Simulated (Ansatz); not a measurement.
**SiO2 — ¹⁷O NMR of the central transition**

Cell: a computed structure from the Materials Project (it need not be an observed phase), taken as it stands.

```cif
data_SiO2
_symmetry_space_group_name_H-M 'Pmma'
_symmetry_Int_Tables_number 51
_cell_length_a 5.2383
_cell_length_b 7.4406
_cell_length_c 8.1229
_cell_angle_alpha 90.000
_cell_angle_beta 90.000
_cell_angle_gamma 90.000
loop_
_atom_site_label
_atom_site_type_symbol
_atom_site_symmetry_multiplicity
_atom_site_Wyckoff_symbol
_atom_site_fract_x
_atom_site_fract_y
_atom_site_fract_z
Si1 Si 4 k 0.2500 0.2113 0.1053
Si5 Si 2 f 0.2500 0.5000 0.3869
O7 O 4 g 0.0000 0.2627 0.0000
O11 O 2 e 0.2500 0.0000 0.1483
O13 O 4 k 0.2500 0.3219 0.2744
O17 O 2 d 0.5000 0.5000 0.5000
```

One atom of each set is listed.

The numbers come from a DFT calculation in Ansatz (PBE, plane waves and PAW, scalar-relativistic, 420 eV cutoff, Γ-centred 4×3×3 k-points, Fermi–Dirac smearing 0.02 eV).

¹⁷O has I = 5/2 and Q = -25.58 mb (Pyykkö 2018); at 9.4 T its Larmor frequency is ν₀ = 54.3 MHz. Only the quadrupole interaction is simulated: positions count from each site's isotropic chemical shift, and J coupling is left out, as are shift anisotropy and dipolar coupling, which fast spinning averages.

Question: Give C_Q, η, the quadrupolar product P_Q = |C_Q|(1 + η²/3)^½, the second-order isotropic shift and the breadth of the pattern (fast magic-angle spinning) for each O site.

Answer: 

```csv
site,first shell,C_Q (MHz),η,P_Q (MHz),δ_QIS (ppm),breadth (kHz)
O7,"2 Si at 1.61 Å, angle 153°",-5.95,0.12,5.96,-72.3,8.70
O11,"2 Si at 1.61 Å, angle 155°",-5.97,0.09,5.98,-72.9,8.70
O13,"2 Si at 1.60–1.61 Å, angle 155°",-6.09,0.11,6.10,-75.8,9.09
O17,"2 Si at 1.60 Å, angle 180°",-6.40,0.01,6.40,-83.4,9.73
```

δ_QIS = −(ν_Q²/30ν₀²)[I(I+1) − 3/4](1 + η²/3) × 10⁶ ppm with ν_Q = 3|C_Q|/[2I(2I−1)]; it falls as 1/B₀² in ppm, and the breadth as 1/B₀ in kHz.

At O7, O11 and O13 V_zz runs parallel to the line that joins its two neighbours (within 1°) in each case. At O17 V_zz points along the line of its two bonds (within 1°).

The largest force is 0.3 eV/Å, so the atoms aren't at the calculated equilibrium and relaxing them would move these values.
